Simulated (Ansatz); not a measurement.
**CsPbCl3: two-dimensional strain map**

These are results of DFT PBE, scalar-relativistic, plane waves, PAW in Ansatz, not measurements. The runs took a 420 eV cutoff, a Γ-centred 6×6×6 mesh and Gaussian smearing (0.05 eV). Spin–orbit coupling is left out, which matters for the heavy elements here. No spin polarisation. Energies are free energies at this smearing, counted from the undisturbed cell; pressure is positive in compression.

The undisturbed cell (as given, not relaxed at this level; it stands at 0.7 GPa, and it needn't be the usual structure):

```
Cs Pb Cl
1.0
     4.00316    2.31122    3.29556
    -4.00316    2.31122    3.29556
     0.00000   -4.62245    3.29556
Cs Pb Cl
1 1 3
Direct
  0.50000 0.50000 0.50000
  0.00000 0.00000 0.00000
  0.50000 0.01860 0.98140
  0.01860 0.98140 0.50000
  0.98140 0.50000 0.01860
```

The cell is strained by p along both x and y and by q along z, fractional coordinates fixed. Points are written (p, q).

Energy above the undisturbed cell in meV/atom (a dash: not computed):

| p \ q | -0.080 | -0.040 | 0.000 | 0.080 |
| --- | --- | --- | --- | --- |
| -0.080 | 256.1 | 177.6 | 120.3 | 57.8 |
| 0.000 | 38.7 | – | 0.0 | 8.9 |
| 0.080 | 25.1 | – | 38.8 | 85.0 |

Pressure in GPa:

```csv
p \ q,-0.080,-0.040,0.000,0.080
-0.080,11.7,9.0,6.7,3.3
0.000,3.2,–,0.7,-1.0
0.080,-0.9,–,-2.1,-2.7
```

Gap on the k-mesh in eV:

```csv
p \ q,-0.080,-0.040,0.000,0.080
-0.080,0.79,1.01,1.23,1.64
0.000,1.57,–,2.16,2.35
0.080,2.06,–,2.46,2.72
```